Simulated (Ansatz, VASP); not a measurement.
# One calculation of AlN, two programs

```
Al N
1.0
     0.00000    1.94582    2.75138
     1.94582    0.00000    2.75138
     1.94582    1.94582    0.00000
Al N
1 1
Direct
  0.00000 0.00000 0.00000
  0.75000 0.75000 0.75000
```

Alike in both runs: task single point; functional PBE; k mesh 10 × 10 × 10; occupations gaussian, width 0.05 eV; no spin polarisation.

```csv
,VASP,Ansatz
version,VASP 6.6.1,Ansatz 0.2.0
potentials or method,"VASP PAW PBE potentials, release 64 (Al, N)","scalar-relativistic, plane waves, PAW"
plane-wave cutoff (eV),520,420
valence electrons in the cell,8,8
```

|  | VASP | Ansatz | Ansatz less VASP |
| --- | --- | --- | --- |
| gap on the k mesh at the Fermi level (eV) | 1.11 | 1.11 | -0.003 |
| least direct gap on the mesh (eV) | 1.47 | 1.47 | -0.001 |
| pressure (GPa) | 0.0 | 0.2 | +0.26 |
| largest component of the traceless stress (GPa) | 70.57 | 70.42 | -0.152 |

A k mesh can miss the band edges. As with any semilocal functional, this PBE gap is likely too small.
